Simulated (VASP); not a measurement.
Wanted: the native input for a VASP 6.6.1 run.

* Task: relaxation of cell and atoms
* Functional: r2SCAN
* Potentials or basis: VASP PAW PBE potentials, release 64 (Ge_d)
* Cutoff: 600 eV
* k mesh: 10 × 10 × 10
* Occupations: gaussian, width 0.03 eV
* Spin: no spin polarisation
* Further INCAR settings: ALGO = Normal; EDIFF = 1e-07; IBRION = 2; EDIFFG = -0.005; NSW = 90; ISIF = 3

The structure of Ge lies in POSCAR:

```
Ge                                      
1.0
   -0.0000000000      2.8383942277      2.8383942277
    2.8383942277      0.0000000000      2.8383942277
    2.8383942277      2.8383942277     -0.0000000000
  Ge            
     2
Direct
     0.0000000000000000    0.0000000000000000    0.0000000000000000
     0.2500000000000000    0.2500000000000000    0.2500000000000000
```

The input as run:

INCAR

```
SYSTEM = Ge
  PREC = Accurate
  ENCUT = 600
  EDIFF = 1E-7
  ISMEAR = 0
  SIGMA = 0.03
  LREAL = .False.
  LASPH = .True.
  NELM = 80
  ALGO = Normal
  ISIF = 3
  LWAVE = .False.
  LCHARG = .False.
  METAGGA = R2SCAN
  LMIXTAU = .True.
  IBRION = 2
  NSW = 90
  EDIFFG = -0.005
```

KPOINTS

```
regular mesh
0
Gamma
  10 10 10
  0 0 0
```

Potentials or basis: VASP PAW PBE potentials, release 64 (Ge_d).

Launch:

```sh
$ cat potpaw_PBE.64/Ge_d/POTCAR > POTCAR
$ mpirun -np 1 vasp_std > vasp.out
```

Results of the run:

```yaml
Pressure_after_relaxing: 0.0 GPa
Band_gap_on_the_k_mesh: 0.31 eV, direct
```

Caveat: the relaxation stopped at its first step, so nothing moved; the PAW data sets were made with another functional, which shifts forces and pressure a little.

It took 120 s on 1 thread of Intel(R) Xeon(R) Platinum 8488C (Sapphire Rapids), with other jobs on the host, peak memory 0.2 GiB.
